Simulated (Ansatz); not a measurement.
Cu Kα1 powder pattern (kinematic, no thermal factors).
| 2θ (°) | relative intensity |
| --- | --- |
| 32.27 | 100 |
| 37.44 | 23 |
| 53.98 | 46 |
| 64.30 | 34 |
| 67.53 | 5 |
| 79.85 | 6 |
| 88.76 | 13 |

The pattern is computed from a structure relaxed with DFT PBE, scalar-relativistic, plane waves, PAW (Ansatz). Collinear spin, ending at 5.0 μB a primitive cell. Its elements are Mn, O.

Question: Give the structure.

Answer: MnO.
Space group F-43m (No. 216). a = 4.801 Å, b = 4.801 Å, c = 4.801 Å, α = 90.00°, β = 90.00°, γ = 90.00°
```tsv
atom	site	symmetry	x	y	z
Mn	4c	-43m	0.2500	0.2500	0.2500
O	4b	-43m	0.5000	0.0000	0.0000
```

A pattern alone doesn't exclude other cells with like lines; this is the one computed.

It was reached by relaxing an invented guess, and it needn't be the stable form of this composition.
